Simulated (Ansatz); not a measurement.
Crystal: I.

```
CELL_PARAMETERS angstrom
0.00000 2.36560 3.90984
2.19225 0.00000 3.90984
2.19225 2.36560 0.00000
ATOMIC_POSITIONS crystal
I 0.00000 0.00000 0.00000
```

Base run:

- Program: Ansatz 0.2.0
- Functional: LDA
- Potentials or basis: Ansatz PAW
- Cutoff: 420 eV (not typed: the program's choice for these potentials)
- k mesh: 9 × 9 × 9
- Occupations: fermi-dirac, width 0.05 eV
- Spin: no spin polarisation

Its results: band gap on the k mesh none (metal or under the smearing width); pressure -2.3 GPa.

Q: The run is repeated on the same cell with these changes: functional from LDA to r2SCAN; cutoff from 420 eV (not typed: the program's choice for these potentials) to 500 eV (not typed: the program's choice for these potentials). What comes out?

A: Band gap on the k mesh none (metal or under the smearing width); pressure 0.0 GPa.

Caveats: spin-orbit coupling is left out, which moves the levels of the heavy elements; an odd number of electrons without spin polarisation forces a metal; a magnetic or distorted state may lie lower; the PAW data sets come from PBE, with cores solved anew for the run's functional, which leaves a small shift of forces and pressure.
